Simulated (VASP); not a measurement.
VASP 6.6.1, r²SCAN single-point calculation, SrTiO$_{3}$ (strained cubic perovskite)

INCAR

```
NSW = 0
ISMEAR = 0
ISIF = 2
LCHARG = .TRUE.
IBRION = -1
NELM = 120
LELF = .TRUE.
LASPH = .TRUE.
SIGMA = 0.01
ALGO = Normal
ENCUT = 520
LREAL = .FALSE.
PREC = Accurate
EDIFF = 1E-7
NBANDS = 28
LWAVE = .FALSE.
METAGGA = R2SCAN
```

KPOINTS

```
KPOINTS created by Atomic Simulation Environment
0
Gamma
6 6 6
0 0 0
```

KPOINTS_OPT

```
special points
4
Reciprocal
0.0000000000 0.0000000000 0.0000000000 1
0.0000000000 0.5000000000 0.0000000000 1
0.5000000000 0.5000000000 0.0000000000 1
0.5000000000 0.5000000000 0.5000000000 1
```

POSCAR

```
Sr Ti O
 1.0000000000000000
     3.9849885316000000    0.0000000000000000    0.0000000000000000
     0.0000000000000000    3.9849885316000000    0.0000000000000000
     0.0000000000000000    0.0000000000000000    3.9849885316000000
 Sr  Ti  O
   1   1   3
Cartesian
  0.0000000000000000  0.0000000000000000  0.0000000000000000
  1.9924942657999998  1.9924942657999998  1.9924942657999998
  1.9924942657999998  1.9924942657999998  0.0000000000000000
  1.9924942657999998  0.0000000000000000  1.9924942657999998
  0.0000000000000000  1.9924942657999998  1.9924942657999998
```

VASP ran with the recommended PBE PAW datasets (40 valence electrons in the cell).

Command

```
mpirun -np 1 vasp_std
```

OSZICAR

```
N       E                     dE             d eps       ncg     rms          rms(c)
DAV:   1     0.408456741826E+03    0.40846E+03   -0.21635E+04  1120   0.160E+03
DAV:   2    -0.385705857822E+02   -0.44703E+03   -0.42773E+03  1296   0.446E+02
DAV:   3    -0.837267458458E+02   -0.45156E+02   -0.44767E+02  1548   0.137E+02
DAV:   4    -0.863210262452E+02   -0.25943E+01   -0.25856E+01  1744   0.275E+01
DAV:   5    -0.863997006364E+02   -0.78674E-01   -0.78659E-01  1592   0.378E+00    0.244E+01
DAV:   6    -0.626043642054E+02    0.23795E+02   -0.36917E+01  1580   0.642E+01    0.111E+01
DAV:   7    -0.631706982211E+02   -0.56633E+00   -0.37096E+00  1372   0.118E+01    0.709E+00
DAV:   8    -0.632224502753E+02   -0.51752E-01   -0.46246E-01  1388   0.576E+00    0.118E+00
DAV:   9    -0.632337758255E+02   -0.11326E-01   -0.57168E-02  1640   0.167E+00    0.655E-01
DAV:  10    -0.632360597793E+02   -0.22840E-02   -0.50918E-02  1416   0.166E+00    0.271E-01
DAV:  11    -0.632346080291E+02    0.14518E-02   -0.83901E-03  1240   0.621E-01    0.114E-01
DAV:  12    -0.632346139669E+02   -0.59379E-05   -0.60805E-04  1540   0.256E-01    0.623E-02
DAV:  13    -0.632345593732E+02    0.54594E-04   -0.46235E-04  1300   0.142E-01    0.284E-02
DAV:  14    -0.632345627163E+02   -0.33431E-05   -0.12145E-04  1688   0.106E-01    0.230E-02
DAV:  15    -0.632345577807E+02    0.49356E-05   -0.22574E-05  1496   0.490E-02    0.455E-03
DAV:  16    -0.632345577099E+02    0.70761E-07   -0.11081E-06  1420   0.760E-03    0.494E-03
DAV:  17    -0.632345576089E+02    0.10104E-06   -0.13659E-07   856   0.253E-03    0.523E-03
DAV:  18    -0.632345632861E+02   -0.56773E-05   -0.24918E-05  1256   0.287E-02    0.213E-02
DAV:  19    -0.632345685523E+02   -0.52661E-05   -0.49670E-06  1452   0.119E-02    0.299E-02
DAV:  20    -0.632345623562E+02    0.61961E-05   -0.63242E-06  1236   0.151E-02    0.193E-02
DAV:  21    -0.632345577294E+02    0.46268E-05   -0.11514E-05  1244   0.196E-02    0.498E-03
DAV:  22    -0.632345572579E+02    0.47149E-06   -0.29567E-06  1472   0.940E-03    0.182E-03
DAV:  23    -0.632345572894E+02   -0.31488E-07   -0.92368E-08   728   0.268E-03
   1 F= -.63234557E+02 E0= -.63234557E+02  d E =-.478118E-20
       N       E                     dE             ncg
DAV:   1     0.113925291084E+04   -0.40371E+04      224
DAV:   2    -0.531827664524E+03   -0.16711E+04      248
DAV:   3    -0.719286045618E+03   -0.18746E+03      344
DAV:   4    -0.727324315541E+03   -0.80383E+01      288
DAV:   5    -0.727631705806E+03   -0.30739E+00      312
DAV:   6    -0.727634835413E+03   -0.31296E-02      300
DAV:   7    -0.727634884149E+03   -0.48735E-04      312
DAV:   8    -0.727634885008E+03   -0.85899E-06      260
DAV:   9    -0.727634885048E+03   -0.39930E-07      220
```

From OUTCAR

```
k-points           NKPTS =     20   k-points in BZ     NKDIM =     20   number of bands    NBANDS=     28

   NELECT =      40.0000    total number of electrons

   dimension x,y,z NGX =    30 NGY =   30 NGZ =   30
   dimension x,y,z NGXF=    60 NGYF=   60 NGZF=   60

  energy-cutoff  :      520.00
  volume of cell :       63.28
      direct lattice vectors                 reciprocal lattice vectors
     3.984988532  0.000000000  0.000000000     0.250941751  0.000000000  0.000000000
     0.000000000  3.984988532  0.000000000     0.000000000  0.250941751  0.000000000
     0.000000000  0.000000000  3.984988532     0.000000000  0.000000000  0.250941751

 k-points in reciprocal lattice and weights: KPOINTS created by Atomic Simulation Env
   0.00000000  0.00000000  0.00000000       0.005
   0.16666667  0.00000000  0.00000000       0.028
   0.33333333  0.00000000  0.00000000       0.028
   0.50000000  0.00000000  0.00000000       0.014
   0.16666667  0.16666667  0.00000000       0.056
   0.33333333  0.16666667  0.00000000       0.111
   0.50000000  0.16666667  0.00000000       0.056
   0.33333333  0.33333333  0.00000000       0.056
   ...

 E-fermi :   3.4265

 k-point     1 :       0.0000    0.0000    0.0000
  band No.  band energies     occupation
      1     -55.5855      2.00000
      2     -30.7425      2.00000
      3     -30.7425      2.00000
      4     -30.7425      2.00000
      5     -30.7016      2.00000
      6     -14.8338      2.00000
      7     -13.9418      2.00000
      8     -13.9418      2.00000
      9     -12.0570      2.00000
     10     -12.0570      2.00000
     11     -12.0570      2.00000
     12       0.5146      2.00000
     13       0.5146      2.00000
     14       0.5146      2.00000
     15       2.2521      2.00000
     16       2.2521      2.00000
     17       2.2521      2.00000
     18       2.9550      2.00000
     19       2.9550      2.00000
     20       2.9550      2.00000
     21       5.5021      0.00000
     22       5.5021      0.00000
     23       5.5021      0.00000
     24       7.5185      0.00000
     25       7.5185      0.00000
     26       9.2657      0.00000
     27       9.2657      0.00000
     28       9.8893      0.00000

 k-point     2 :       0.1667    0.0000    0.0000
  band No.  band energies     occupation
      1     -55.5852      2.00000
      2     -30.7801      2.00000
      3     -30.7420      2.00000
      4     -30.7420      2.00000
      5     -30.6745      2.00000
      6     -14.8318      2.00000
      7     -13.9337      2.00000
      8     -13.9336      2.00000
      9     -12.0479      2.00000
     10     -12.0479      2.00000
     11     -11.9310      2.00000
     12       0.1835      2.00000
     13       0.5145      2.00000
     14       0.5145      2.00000
     15       1.9552      2.00000
     16       1.9552      2.00000
     17       2.0534      2.00000
     18       2.2543      2.00000
     19       2.8181      2.00000
     20       2.8181      2.00000
     21       5.5351      0.00000
     22       6.0008      0.00000
     23       6.0008      0.00000
     24       7.5207      0.00000
     25       8.2438      0.00000
     26       9.6798      0.00000
     27       9.7012      0.00000
     28      10.5179      0.00000

 k-point     3 :       0.3333    0.0000    0.0000
  band No.  band energies     occupation
      1     -55.5846      2.00000
      2     -30.8272      2.00000
      3     -30.7410      2.00000
      4     -30.7410      2.00000
      5     -30.6481      2.00000
      6     -14.9001      2.00000
      7     -13.9182      2.00000
      8     -13.7987      2.00000
      9     -12.0295      2.00000
     10     -12.0295      2.00000
     11     -11.7132      2.00000
     12      -0.5246      2.00000
     13       0.5372      2.00000
     14       0.5372      2.00000
     15       1.3327      2.00000
     16       1.4160      2.00000
     17       1.4160      2.00000
     18       1.6999      2.00000
     19       2.6594      2.00000
     20       2.6594      2.00000
     21       5.6030      0.00000
     22       6.8328      0.00000
     23       6.8328      0.00000
     24       7.5245      0.00000
     25       9.2603      0.00000
     26      10.5812      0.00000
     27      10.6157      0.00000
     28      11.9256      0.00000

 k-point     4 :       0.5000    0.0000    0.0000
  band No.  band energies     occupation
      1     -55.5843      2.00000
      2     -30.8471      2.00000
      3     -30.7404      2.00000
      4     -30.7404      2.00000
      5     -30.6384      2.00000
      6     -14.9553      2.00000
      7     -13.9099      2.00000
      8     -13.6899      2.00000
      9     -12.0203      2.00000
     10     -12.0203      2.00000
     11     -11.6174      2.00000
     12      -0.8968      2.00000
     13       0.5774      2.00000
     14       0.5774      2.00000
     15       1.0015      2.00000
     16       1.1513      2.00000
     17       1.1513      2.00000
     18       1.5403      2.00000
     19       2.5991      2.00000
     20       2.5991      2.00000
     21       5.6380      0.00000
     22       7.2108      0.00000
     23       7.2108      0.00000
     24       7.5263      0.00000
     25       9.6682      0.00000
     26      11.0383      0.00000
     27      11.1473      0.00000
     28      11.8586      0.00000

 k-point     5 :       0.1667    0.1667    0.0000
  band No.  band energies     occupation
      1     -55.5849      2.00000
      2     -30.7870      2.00000
      3     -30.7569      2.00000
      4     -30.7415      2.00000
      5     -30.6629      2.00000
      6     -14.7926      2.00000
      7     -13.9607      2.00000
      8     -13.9106      2.00000
      9     -12.0384      2.00000
     10     -11.9872      2.00000
     11     -11.8905      2.00000
     12       0.0298      2.00000
     13       0.3258      2.00000
     14       0.5184      2.00000
     15       1.2999      2.00000
     16       1.7423      2.00000
     17       2.0957      2.00000
     18       2.2306      2.00000
     19       2.5340      2.00000
     20       2.6067      2.00000
     21       5.9701      0.00000
     22       6.0714      0.00000
     23       6.2749      0.00000
     24       7.8720      0.00000
     25       8.6601      0.00000
     26      10.0474      0.00000
     27      10.1079      0.00000
     28      10.9236      0.00000

 k-point     6 :       0.3333    0.1667    0.0000
  band No.  band energies     occupation
      1     -55.5843      2.00000
      2     -30.8194      2.00000
      3     -30.7580      2.00000
      4     -30.7404      2.00000
      5     -30.6496      2.00000
      6     -14.7918      2.00000
      7     -13.9216      2.00000
      8     -13.8429      2.00000
      9     -12.0194      2.00000
     10     -11.9590      2.00000
     11     -11.7414      2.00000
     12      -0.5555      2.00000
     13       0.1574      2.00000
     14       0.5509      2.00000
     15       0.5562      2.00000
     16       1.2906      2.00000
     17       1.5869      2.00000
     18       2.1741      2.00000
     19       2.3650      2.00000
     20       2.4384      2.00000
     21       6.0614      0.00000
     22       6.8410      0.00000
     23       6.9151      0.00000
     24       7.9800      0.00000
     25       9.6353      0.00000
     26      10.8138      0.00000
     27      11.0473      0.00000
     28      12.0007      0.00000

 k-point     7 :       0.5000    0.1667    0.0000
  band No.  band energies     occupation
      1     -55.5840      2.00000
      2     -30.8368      2.00000
      3     -30.7554      2.00000
      4     -30.7399      2.00000
      5     -30.6449      2.00000
      6     -14.8231      2.00000
      7     -13.8864      2.00000
      8     -13.7771      2.00000
      9     -12.0098      2.00000
     10     -11.9530      2.00000
     11     -11.6678      2.00000
     12      -0.9094      2.00000
     13       0.0545      2.00000
     14       0.3137      2.00000
     15       0.6033      2.00000
     16       1.0408      2.00000
     17       1.4276      2.00000
     18       2.1550      2.00000
     19       2.2820      2.00000
     20       2.3446      2.00000
     21       6.0869      0.00000
     22       7.2117      0.00000
     23       7.2602      0.00000
     24       7.9909      0.00000
     25      10.0470      0.00000
     26      11.2629      0.00000
     27      11.5766      0.00000
     28      12.1791      0.00000

 ...

  Total       -3.6050674     -3.6050674     -3.6050674      0.0000000      0.0000000     -0.0000000
  in kB      -91.2730888    -91.2730888    -91.2730888      0.0000000      0.0000000     -0.0000000
  external PRESSURE =     -91.2730888 kB  Pullay stress =       0.0000000 kB

 POSITION                                       TOTAL-FORCE (eV/Angst)
 -----------------------------------------------------------------------------------
      0.00000      0.00000      0.00000         0.000000      0.000000      0.000000
      1.99249      1.99249      1.99249         0.000000      0.000000      0.000000
      1.99249      1.99249      0.00000         0.000000      0.000000      0.000000
      1.99249      0.00000      1.99249         0.000000      0.000000      0.000000
      0.00000      1.99249      1.99249         0.000000      0.000000      0.000000
 -----------------------------------------------------------------------------------
    total drift:                                0.000000      0.000000     -0.000000

  FREE ENERGIE OF THE ION-ELECTRON SYSTEM (eV)
  ---------------------------------------------------
  free  energy   TOTEN  =       -63.2345572894 eV

  energy  without entropy=      -63.2345572894  energy(sigma->0) =      -63.23455729
```

```
gap between bands v and c : 2.14 eV
least direct gap          : 2.55 eV
pressure                  : -9.1 GPa
```

Band v is the last that the valence electrons fill when counted band by band, and c is the next.

The run took about 3.1 min on one core of a shared host (Intel Xeon Platinum 8488C) and held 0.2 GiB at most.
